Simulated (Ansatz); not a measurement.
Sr under changes of volume

One of the cells (56.319 Å³/atom); the others are scaled copies at fixed shape and fractional positions:

```xyz
1
Lattice="0.0000 3.0423 3.0423 3.0423 0.0000 3.0423 3.0423 3.0423 0.0000" Properties=species:S:1:pos:R:3 pbc="T T T"
Sr    0.0000    0.0000    0.0000
```

* Program: Ansatz 0.2.0
* Functional: PBE
* Potentials or basis: PseudoDojo standard (PBE files)
* Cutoff: 925 eV
* Density cutoff: 3701 eV
* k mesh: 8 × 8 × 8
* Occupations: fermi-dirac, width 0.05 eV
* Spin: no spin polarisation

| volume (Å³/atom) | energy over the lowest point (meV/atom) | pressure (GPa) |
| --- | --- | --- |
| 52.940 | 1.57 | 0.4 |
| 54.067 | 0.00 | 0.1 |
| 55.193 | 0.21 | -0.1 |
| 56.319 | 2.03 | -0.3 |
| 57.446 | 5.31 | -0.5 |
| 58.572 | ? | ? |
| 59.698 | 15.73 | -0.9 |

Question: What does the run at 58.572 Å³/atom give?

Answer: Energy over the lowest point 9.92 meV/atom; pressure -0.7 GPa.

Worked out: A Birch-Murnaghan fit of order 3 (a polynomial in V^(-2/3)) to the other rows has its minimum at 54.49 Å³/atom with B0 = V·E''(V) = 11.8 GPa and B' = 3.7. It gives 9.92 meV/atom at 58.572 Å³/atom, against the run's 9.92, and -dE/dV = -0.7 GPa, against -0.7.

Energies are extrapolated to zero smearing.
